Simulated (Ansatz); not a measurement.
**Relaxing La in the diamond type**

First guess:

```yaml
crystal:
  lattice:
    - [0.00000, 3.21951, 3.21951]
    - [3.21951, 0.00000, 3.21951]
    - [3.21951, 3.21951, 0.00000]
  atoms:
    - { symbol: La, position: [0.00000, 0.00000, 0.00000] }
    - { symbol: La, position: [0.25000, 0.25000, 0.25000] }
```

All numbers below come from DFT, PBE, PAW with Ansatz's default frozen-core files, scalar-relativistic in Ansatz 0.2.0.

Cell and atoms relax within the symmetry of the start on a 10×10×10 k mesh with 0.03 eV Fermi–Dirac smearing.

The start is built from a prototype, known or not as a phase of this compound; the cutoff is 420 eV.

Spin–orbit coupling is left out, though it moves levels of the heavy atoms by tenths of an eV or more.

Q: What is the pressure of the first guess?

A: 6.65 GPa.

Q: What does it relax to?

A: a = 6.677 Å, b = 6.677 Å, c = 6.677 Å, α = 90.00°, β = 90.00°, γ = 90.00° (conventional cell), 37.22 Å³ per atom:
```cif
data_structure
_symmetry_space_group_name_H-M 'Fd-3m:1'
_symmetry_Int_Tables_number 227
_cell_length_a 6.6773
_cell_length_b 6.6773
_cell_length_c 6.6773
_cell_angle_alpha 90.000
_cell_angle_beta 90.000
_cell_angle_gamma 90.000
_cell_volume 297.72
loop_
_atom_site_label
_atom_site_type_symbol
_atom_site_symmetry_multiplicity
_atom_site_Wyckoff_symbol
_atom_site_fract_x
_atom_site_fract_y
_atom_site_fract_z
_atom_site_occupancy
La1 La 8 b 0.00000 0.00000 0.50000 1
```

Q: How much energy does the relaxation release?

A: 71 meV/atom.
